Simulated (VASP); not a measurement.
# Li (Fm-3m) in VASP: further runs

The runs below take Li through single point, with LDA.

Everything below comes from runs of VASP 6.6.1. Logs are shortened: lines on timing, memory, paths and dates and some standing lists are left out, and cuts for length are marked.

## 1. The crystal as given

Symmetry: Fm-3m, No. 225, cubic system. The conventional cell has a = 4.235 Å, b = 4.235 Å, c = 4.235 Å, α = 90.00°, β = 90.00°, γ = 90.00°. Li (site symmetry m-3m) has 12 Li at 2.99 Å as nearest neighbours.

This isn't the form of Li at room conditions, which is bcc.

## 2. Single point, LDA

File INCAR:

```
SYSTEM = Li
ALGO = Normal
EDIFF = 1E-7
ENCUT = 520
GGA = CA
ISIF = 2
ISMEAR = -1
LASPH = .TRUE.
LCHARG = .FALSE.
LREAL = .FALSE.
LWAVE = .FALSE.
NBANDS = 8
NELM = 100
PREC = Accurate
SIGMA = 0.1
```

File KPOINTS:

```
k-points
0
G
  21 21 21
  0 0 0
```

File POSCAR:

```
Li
1.0
    0.0000000000      2.1175319377      2.1175319377
    2.1175319377      0.0000000000      2.1175319377
    2.1175319377      2.1175319377      0.0000000000
Li
1
Direct
    0.0000000000      0.0000000000      0.0000000000
```

Potentials or basis: VASP PAW LDA potentials, release 64 (Li_sv).

Launch:

```console
$ cat potpaw_LDA.64/Li_sv/POTCAR > POTCAR
$ mpirun -np 1 vasp_std > vasp.out
```

OUTCAR:

```text
SYSTEM = Li
   EDIFF = 1E-7
   ENCUT = 520
   GGA = CA
   ISIF = 2
   ISMEAR = -1
   LASPH = .TRUE.
   LREAL = .FALSE.
   NELM = 100
   PREC = Accurate

 ion  position               nearest neighbor table
   1  0.000  0.000  0.000-

  LATTYP: Found a face centered cubic cell.
 ALAT       =     4.2350638754

  Lattice vectors:

 A1 = (   0.0000000000,   2.1175319377,   2.1175319377)
 A2 = (   2.1175319377,   0.0000000000,   2.1175319377)
 A3 = (   2.1175319377,   2.1175319377,   0.0000000000)

Analysis of symmetry for initial positions (statically):
=====================================================================
 Subroutine PRICEL returns:
 Original cell was already a primitive cell.

 Routine SETGRP: Setting up the symmetry group for a
 face centered cubic supercell.

 Subroutine GETGRP returns: Found 48 space group operations
 (whereof 48 operations were pure point group operations)
 out of a pool of 48 trial point group operations.

The static configuration has the point symmetry O_h .

Analysis of symmetry for dynamics (positions and initial velocities):
=====================================================================
 Subroutine PRICEL returns:
 Original cell was already a primitive cell.

 Routine SETGRP: Setting up the symmetry group for a
 face centered cubic supercell.

 Subroutine GETGRP returns: Found 48 space group operations
 (whereof 48 operations were pure point group operations)
 out of a pool of 48 trial point group operations.

The dynamic configuration has the point symmetry O_h .

 Subroutine INISYM returns: Found 48 space group operations
 (whereof 48 operations are pure point group operations),
 and found     1 'primitive' translations

----------------------------------------------------------------------------------------

                                     Primitive cell

  volume of cell :      18.9898

  direct lattice vectors                    reciprocal lattice vectors
     0.000000000  2.117531938  2.117531938    -0.236123947  0.236123947  0.236123947
     2.117531938  0.000000000  2.117531938     0.236123947 -0.236123947  0.236123947
     2.117531938  2.117531938  0.000000000     0.236123947  0.236123947 -0.236123947

  length of vectors
     2.994642385  2.994642385  2.994642385     0.408978674  0.408978674  0.408978674

  position of ions in fractional coordinates (direct lattice)
     0.000000000  0.000000000  0.000000000

  ion indices of the primitive-cell ions
   primitive index   ion index
                 1           1

----------------------------------------------------------------------------------------

 KPOINTS: k-points

Automatic generation of k-mesh.
 Grid dimensions read from file:
 generate k-points for:   21   21   21

 Generating k-lattice:

  Cartesian coordinates                     Fractional coordinates (reciprocal lattice)
    -0.011243997  0.011243997  0.011243997     0.047619048  0.000000000  0.000000000
     0.011243997 -0.011243997  0.011243997     0.000000000  0.047619048  0.000000000
     0.011243997  0.011243997 -0.011243997     0.000000000  0.000000000  0.047619048

  Length of vectors
     0.019475175  0.019475175  0.019475175

  Shift w.r.t. Gamma in fractional coordinates (k-lattice)
     0.000000000  0.000000000  0.000000000

 Subroutine IBZKPT returns following result:
 ===========================================

 Found    286 irreducible k-points:

 Following reciprocal coordinates:
            Coordinates               Weight
  0.000000  0.000000  0.000000      1.000000
  0.047619  0.000000  0.000000      8.000000
  0.095238  0.000000  0.000000      8.000000
  0.142857  0.000000  0.000000      8.000000
  0.190476  0.000000  0.000000      8.000000
  0.238095  0.000000  0.000000      8.000000
[... 16 lines left out ...]
 -0.428571  0.047619  0.000000     24.000000
 -0.380952  0.047619  0.000000     24.000000
 [... further k-points ...]
   k-points           NKPTS =    286   k-points in BZ     NKDIM =    286   number of bands    NBANDS=      8
   number of dos      NEDOS =    301   number of ions     NIONS =      1
   total plane-waves  NPLWV =  13824
   dimension x,y,z NGX =    24 NGY =   24 NGZ =   24
   dimension x,y,z NGXF=    48 NGYF=   48 NGZF=   48
   ions per type =               1
   NGX,Y,Z   is equivalent  to a cutoff of  13.32, 13.32, 13.32 a.u.
   NGXF,Y,Z  is equivalent  to a cutoff of  26.65, 26.65, 26.65 a.u.
 SYSTEM =  Li
   PREC   = accura    normal or accurate (medium, high low for compatibility)
   ISTART =      0    job   : 0-new  1-cont  2-samecut
   ICHARG =      2    charge: 1-file 2-atom 10-const
   ISPIN  =      1    spin polarized calculation?
   LNONCOLLINEAR =      F non collinear calculations
   LSORBIT =      F    spin-orbit coupling
   LASPH  =      T    aspherical Exc in radial PAW
   ENCUT  =  520.0 eV  38.22 Ry    6.18 a.u.   5.57  5.57  5.57*2*pi/ulx,y,z
   NELM   =    100;   NELMIN=  2; NELMDL= -5     # of ELM steps
   EDIFF  = 0.1E-06   stopping-criterion for ELM
   LREAL  =      F    real-space projection
   EDIFFG = 0.1E-05   stopping-criterion for IOM
   NSW    =      0    number of steps for IOM
   IBRION =     -1    ionic relax: 0-MD 1-quasi-New 2-CG
   NFREE  =      0    steps in history (QN), initial steepest desc. (CG)
   ISIF   =      2    stress and relaxation
   ISYM   =      2    0-nonsym 1-usesym 2-fastsym
   POTIM  = 0.5000    time-step for ionic-motion
   TEBEG  =    0.0;   TEEND  =   0.0 temperature during run
   PSTRESS=    0.0 pullay stress
   NELECT =       3.0000    total number of electrons
   NUPDOWN=      -1.0000    fix difference up-down
   EMIN   =  10.00;   EMAX   =-10.00  energy-range for DOS
   EFERMI =   0.00;   METHOD = LEGACY
   ISMEAR =    -1;   SIGMA  =   0.10  broadening in eV -4-tet -1-fermi 0-gaus
   EFERMI_NEDOS =   21; number of points for ismear=-14 and -15
   IALGO  =     38    algorithm
   IMIX   =      4    mixing-type and parameters
     AMIX     =   0.40;   BMIX     =  1.00
     AMIX_MAG =   1.60;   BMIX_MAG =  1.00
  volume/ion in A,a.u.               =      18.99       128.15
  Fermi-wavevector in a.u.,A,eV,Ry     =   0.884997  1.672402 10.656358  0.783220
  Thomas-Fermi vector in A             =   2.005972
   LORBIT       =      0    0 simple, 1 ext, 2 COOP (PROOUT), +10 PAW based schemes
   GGA     = CA    functional components
   LHFCALC =     F    Hartree Fock is set to
   AEXX    =    0.0000 exact exchange contribution
   IVDW    =     0    specifies the selected vdW correction
   LEPSILON=     F    determine dielectric tensor
   LRPA    =     F    only Hartree local field effects (RPA)
 non-spin polarized calculation
  energy-cutoff  :      520.00
  volume of cell :       18.99
 maximum number of plane-waves:       532
   NGX = 11   NGY = 11   NGZ = 11

 number of electron       2.9999996 magnetization

 Free energy of the ion-electron system (eV)
  ---------------------------------------------------
  ext. energy  EPLUGINS =         0.00000000
  ---------------------------------------------------
  free energy    TOTEN  =        -2.05481748 eV

  energy without entropy =       -2.03857791  energy(sigma->0) =       -2.04669769

 E-fermi :   0.7806     XC(G=0):  -7.3106

 val. band max:        0.7755735046   @ k =  -0.4762   0.0476   0.0000
 cond. band min:       0.7845698203   @ k =   0.4286   0.3810   0.0476
 fundamental gap:      0.0089963156
 Fermi energy:         0.7805702924

 k-point     1 :       0.0000    0.0000    0.0000
  band No.  band energies     occupation
      1     -44.7352      2.00000
      2      -2.7843      2.00000
      3      15.5671      0.00000
      4      15.5671      0.00000
      5      15.5671      0.00000
      6      19.8064      0.00000
      7      19.8064      0.00000
      8      19.8064      0.00000

 k-point     2 :       0.0476    0.0000    0.0000
  band No.  band energies     occupation
      1     -44.7346      2.00000
      2      -2.7436      2.00000
      3      15.1074      0.00000
      4      15.4701      0.00000
      5      15.4701      0.00000
      6      19.2463      0.00000
      7      19.9789      0.00000
      8      19.9789      0.00000

 k-point     3 :       0.0952    0.0000    0.0000
  band No.  band energies     occupation
      1     -44.7330      2.00000
      2      -2.6217      2.00000
      3      13.9411      0.00000
      4      15.2259      0.00000
      5      15.2259      0.00000
      6      18.9690      0.00000
      7      20.4217      0.00000
      8      20.4217      0.00000

 k-point     4 :       0.1429    0.0000    0.0000
  band No.  band energies     occupation
      1     -44.7303      2.00000
      2      -2.4183      2.00000
      3      12.4740      0.00000
      4      14.9207      0.00000
      5      14.9207      0.00000
      6      19.0429      0.00000
      7      20.9057      0.00000
      8      20.9057      0.00000

 k-point     5 :       0.1905    0.0000    0.0000
  band No.  band energies     occupation
      1     -44.7269      2.00000
      2      -2.1338      2.00000
      3      10.9465      0.00000
      4      14.6187      0.00000
      5      14.6187      0.00000
      6      19.2785      0.00000
      7      20.9572      0.00000
      8      20.9572      0.00000
[... 177 lines left out ...]
 k-point    22 :      -0.4762    0.0476    0.0000
  band No.  band energies     occupation
      1     -44.7088      2.00000
      2       0.7756      1.02498
      3       3.9966      0.00000
      4      13.5066      0.00000
      5      13.6233      0.00000
      6      17.1597      0.00000
      7      18.3582      0.00000
      8      20.0909      0.00000

 k-point    23 :      -0.4286    0.0476    0.0000
  band No.  band energies     occupation
      1     -44.7096      2.00000
      2       0.4872      1.89898
      3       4.4187      0.00000
      4      13.3633      0.00000
      5      13.8148      0.00000
      6      17.3827      0.00000
      7      18.3017      0.00000
      8      20.2177      0.00000

 k-point    24 :      -0.3810    0.0476    0.0000
  band No.  band energies     occupation
      1     -44.7114      2.00000
      2      -0.0341      1.99942
      3       5.2739      0.00000
      4      13.2808      0.00000
      5      14.0362      0.00000
      6      17.7299      0.00000
      7      18.4202      0.00000
      8      20.4525      0.00000

 [... further k-points ...]
[... 5 lines left out ...]
  --------------------------------------------------------------------------------------
  -------------------------------------------------------------------------------------
  Total       -0.0139029     -0.0139029     -0.0139029      0.0000000      0.0000000      0.0000000
  in kB       -1.1729964     -1.1729964     -1.1729964      0.0000000      0.0000000      0.0000000
  external PRESSURE =      -1.1729964 kB  Pullay stress =       0.0000000 kB

 VOLUME and BASIS-vectors are now :
 -----------------------------------------------------------------------------
  energy-cutoff  :      520.00
  volume of cell :       18.99
      direct lattice vectors                 reciprocal lattice vectors
     0.000000000  2.117531938  2.117531938    -0.236123947  0.236123947  0.236123947
     2.117531938  0.000000000  2.117531938     0.236123947 -0.236123947  0.236123947
     2.117531938  2.117531938  0.000000000     0.236123947  0.236123947 -0.236123947

 POSITION                                       TOTAL-FORCE (eV/Angst)
 -----------------------------------------------------------------------------------
      0.00000      0.00000      0.00000         0.000000      0.000000     -0.000000
 -----------------------------------------------------------------------------------
    total drift:                               -0.000000     -0.000000     -0.000000

  FREE ENERGIE OF THE ION-ELECTRON SYSTEM (eV)
  ---------------------------------------------------
  free  energy   TOTEN  =        -2.0548174778 eV

  energy  without entropy=       -2.0385779093  energy(sigma->0) =       -2.04669769
```

It took 18 s on 1 thread of AMD EPYC 9R45 (Zen 5), shared host; peak memory 0.11 GiB.

Results:

* Free energy: -2.0548 eV
* Band gap on the k mesh: none (metal or under the smearing width)

Caveat: the cutoff is under 1.25 times the usual one of these potentials, so pressure, stress and relaxed cells hold a basis-set (Pulay) error.

## 3. Single point, LDA

This run uses another cell than the first one, of 16.71 Å³/atom, 0.880 times its volume.

Changes to INCAR since step 2:

```diff
@@ -1,6 +1,5 @@
 SYSTEM = Li
-ALGO = Normal
-EDIFF = 1E-7
+ALGO = Fast
+EDIFF = 1E-6
 ENCUT = 520
-GGA = CA
 ISIF = 2
```

File KPOINTS:

```
k-points
0
G
  14 14 14
  0 0 0
```

File POSCAR:

```
Li
1.0
    0.0000000000      2.0291969149      2.0291969149
    2.0291969149      0.0000000000      2.0291969149
    2.0291969149      2.0291969149      0.0000000000
Li
1
Direct
    0.0000000000      0.0000000000      0.0000000000
```

Potentials or basis: VASP PAW LDA potentials, release 64 (Li_sv).

Launch:

```console
$ cat potpaw_LDA.64/Li_sv/POTCAR > POTCAR
$ mpirun -np 1 vasp_std > vasp.out
```

OUTCAR:

```text
SYSTEM = Li
   EDIFF = 1E-6
   ENCUT = 520
   ISIF = 2
   ISMEAR = -1
   LASPH = .TRUE.
   LREAL = .FALSE.
   NELM = 100
   PREC = Accurate

 ion  position               nearest neighbor table
   1  0.000  0.000  0.000-

  LATTYP: Found a face centered cubic cell.
 ALAT       =     4.0583938298

  Lattice vectors:

 A1 = (   0.0000000000,   2.0291969149,   2.0291969149)
 A2 = (   2.0291969149,   0.0000000000,   2.0291969149)
 A3 = (   2.0291969149,   2.0291969149,   0.0000000000)

Analysis of symmetry for initial positions (statically):
=====================================================================
[... 438 lines left out ...]
      5      16.3235      0.00000
      6      17.7562      0.00000
      7      20.0860      0.00000
      8      25.7425      0.00000

 [... further k-points ...]
[... 5 lines left out ...]
  --------------------------------------------------------------------------------------
  -------------------------------------------------------------------------------------
  Total        0.2275883      0.2275883      0.2275883      0.0000000      0.0000000     -0.0000000
  in kB       21.8201644     21.8201644     21.8201644      0.0000000      0.0000000     -0.0000000
  external PRESSURE =      21.8201644 kB  Pullay stress =       0.0000000 kB

 VOLUME and BASIS-vectors are now :
 -----------------------------------------------------------------------------
  energy-cutoff  :      520.00
  volume of cell :       16.71
      direct lattice vectors                 reciprocal lattice vectors
     0.000000000  2.029196915  2.029196915    -0.246402898  0.246402898  0.246402898
     2.029196915  0.000000000  2.029196915     0.246402898 -0.246402898  0.246402898
     2.029196915  2.029196915  0.000000000     0.246402898  0.246402898 -0.246402898

 POSITION                                       TOTAL-FORCE (eV/Angst)
 -----------------------------------------------------------------------------------
      0.00000      0.00000      0.00000         0.000000      0.000000      0.000000
 -----------------------------------------------------------------------------------
    total drift:                               -0.000000     -0.000000     -0.000000

  FREE ENERGIE OF THE ION-ELECTRON SYSTEM (eV)
  ---------------------------------------------------
  free  energy   TOTEN  =        -2.0410911414 eV

  energy  without entropy=       -2.0276735604  energy(sigma->0) =       -2.03438235
```

OSZICAR:

```text
N       E                     dE             d eps       ncg     rms          rms(c)
DAV:   1    -0.352739618511E+00   -0.35274E+00   -0.70695E+02  1704   0.260E+02
DAV:   2    -0.202054107273E+01   -0.16678E+01   -0.16106E+01  2360   0.326E+01
DAV:   3    -0.204111615865E+01   -0.20575E-01   -0.20541E-01  1904   0.291E+00
DAV:   4    -0.204146485876E+01   -0.34870E-03   -0.34869E-03  2624   0.272E-01
DAV:   5    -0.204147070357E+01   -0.58448E-05   -0.58450E-05  1976   0.939E-03    0.214E-01
RMM:   6    -0.204111336535E+01    0.35734E-03   -0.24084E-04  2293   0.878E-02    0.135E-01
RMM:   7    -0.204106909291E+01    0.44272E-04   -0.12740E-03  2567   0.178E-01    0.288E-02
RMM:   8    -0.204108276129E+01   -0.13668E-04   -0.82225E-05  2561   0.647E-02    0.642E-03
RMM:   9    -0.204108909156E+01   -0.63303E-05   -0.36553E-05  2576   0.379E-02    0.425E-03
RMM:  10    -0.204109068687E+01   -0.15953E-05   -0.95170E-06  2395   0.206E-02    0.198E-03
RMM:  11    -0.204109114135E+01   -0.45448E-06   -0.26693E-06  2058   0.103E-02
   1 F= -.20410911E+01 E0= -.20343824E+01  d E =-.134176E-01
```

stdout:

```text
POSCAR found type information on POSCAR Li
 POSCAR found :  1 types and       1 ions
 scaLAPACK will be used
 LDA part: xc-table for (Slater(with rela. corr.)+CA(PZ))
 , standard interpolation
 POSCAR, INCAR and KPOINTS ok, starting setup
 FFT: planning ... GRIDC
 FFT: planning ... GRID_SOFT
 FFT: planning ... GRID
 WAVECAR not read
 entering main loop
WARNING in EDDRMM: call to ZHEGV failed, returncode =   8  4      3
WARNING in EDDRMM: call to ZHEGV failed, returncode =   8  4      6
```

Run time: 8.8 s. Hardware: 1 thread of AMD EPYC 9R45 (Zen 5), shared host; peak memory 0.09 GiB.

Results:

| Quantity | Value |
| --- | --- |
| Free energy | -2.0411 eV |
| Band gap on the k mesh | none (metal or under the smearing width) |

Caveat: the cutoff is under 1.25 times the usual one of these potentials, so pressure, stress and relaxed cells hold a basis-set (Pulay) error.

[end of part 1 of 2]
